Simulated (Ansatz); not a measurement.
Runs of Ansatz 0.2.0 on Ag. It takes space group Fm-3m (No. 225, cubic). The conventional cell has a = 4.085 Å, b = 4.085 Å, c = 4.085 Å, α = 90.00°, β = 90.00°, γ = 90.00°. Ag (site symmetry m-3m) has 12 Ag at 2.89 Å as nearest neighbours. 

| task | level | potentials or basis | spin | cell | k mesh | cutoff (eV) | smearing | pressure (GPa) | relaxed volume (Å³/atom) |
| --- | --- | --- | --- | --- | --- | --- | --- | --- | --- |
| relaxation of cell and atoms | PBEsol+D4 | all-electron LAPW, scalar-relativistic | off | relaxed | 11 × 11 × 11 | - | fermi-dirac 0.05 eV | 0.0 | 16.20 |
| band structure | LDA | all-electron LAPW, relativistic spinors | SOC, no magnetisation | as given | 8 × 8 × 8 | 240 | fermi-dirac 0.05 eV | (a) | - |
| single point | PBE | all-electron LAPW, scalar-relativistic | off | as given | 11 × 11 × 11 | 240 | gaussian 0.028 eV | 4.3 | - |
| band structure | RPBE | all-electron LAPW, scalar-relativistic | off | as given | 11 × 11 × 11 | 241 | fermi-dirac 0.05 eV | (b) | - |
| relaxation of cell and atoms | PBEsol+D3(BJ) | all-electron LAPW, scalar-relativistic | off | relaxed | 11 × 11 × 11 | - | fermi-dirac 0.05 eV | 0.0 | 15.89 |

Alike in all rows: basis error allowed 0.001 eV/atom.

Task: Estimate the missing entries.

Result: (a) -6.9; (b) 8.5.

Caveats: the k mesh is thin for a metal, which can move the energy by tens of meV per atom (some runs).
